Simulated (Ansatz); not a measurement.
CdSe: equation of state with PBEsol+D3(BJ)+ATM

CdSe:

```
Cd Se
1.0
     0.00000    3.07027    3.07027
     3.07027    0.00000    3.07027
     3.07027    3.07027    0.00000
Cd Se
1 1
Direct
  0.00000 0.00000 0.00000
  0.25000 0.25000 0.25000
```

Measurements of this composition are mostly on another form, of space group No. 186.

```
Program             : Ansatz 0.2.0
Task                : equation of state
Functional          : PBEsol
Dispersion          : D3(BJ)+ATM
Potentials or basis : all-electron LAPW, scalar-relativistic
Basis error allowed : 0.001 eV/atom
k mesh              : 8 × 8 × 8
Occupations         : gaussian, width 0.1 eV
Spin                : no spin polarisation
```

```json
{
  "Equilibrium volume": "27.36 Å³/atom",
  "Bulk modulus": "57 GPa",
  "Pressure derivative of the bulk modulus": "4.7"
}
```

Energy against volume, from the lowest point:
| volume (Å³/atom) | energy (meV/atom) |
| --- | --- |
| 27.206 | 0.00 |
| 27.784 | 0.99 |
| 28.363 | 5.94 |
| 28.942 | 14.41 |
| 29.521 | 25.99 |
| 30.100 | 40.33 |
| 30.679 | 57.12 |

All runs of the series together: 98 s on 1 thread of AMD EPYC 7R13 Processor (Zen 3), on a shared host.
